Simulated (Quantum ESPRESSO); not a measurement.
**Al2Au under changes of volume**

One of the cells (18.000 Å³/atom); the others are scaled copies at fixed shape and fractional positions:

```xyz
3
Lattice="0.0000 3.0000 3.0000 3.0000 0.0000 3.0000 3.0000 3.0000 0.0000" Properties=species:S:1:pos:R:3 pbc="T T T"
Au    0.0000    0.0000    0.0000
Al    4.5000    4.5000    4.5000
Al    1.5000    1.5000    1.5000
```

```yaml
Program: Quantum ESPRESSO 7.5
Functional: r2SCAN
Potentials_or_basis: SG15 PBE 1.2
Cutoff: 1020 eV
Density_cutoff: 4082 eV
k_mesh: 5 × 5 × 5
Occupations: fermi-dirac, width 0.05 eV
Spin: no spin polarisation
```

```csv
volume (Å³/atom),energy over the lowest point (meV/atom),pressure (GPa)
16.920,35.56,9.9
17.280,16.93,6.6
17.640,?,?
18.000,0.00,1.0
18.360,0.27,-1.3
18.720,5.58,-3.4
19.080,15.37,-5.3
```

Question: What does the run at 17.640 Å³/atom give?

Answer: Energy over the lowest point 5.33 meV/atom; pressure 3.7 GPa.

Worked out: A Birch-Murnaghan fit of order 3 (a polynomial in V^(-2/3)) to the other rows has its minimum at 18.16 Å³/atom with B0 = V·E''(V) = 120 GPa and B' = 4.6. It gives 5.33 meV/atom at 17.640 Å³/atom, against the run's 5.33, and -dE/dV = 3.7 GPa, against 3.7.

Energies are extrapolated to zero smearing.

Caveats: some runs use coarse meshes; the potentials were made for another functional, which shifts forces and pressure.
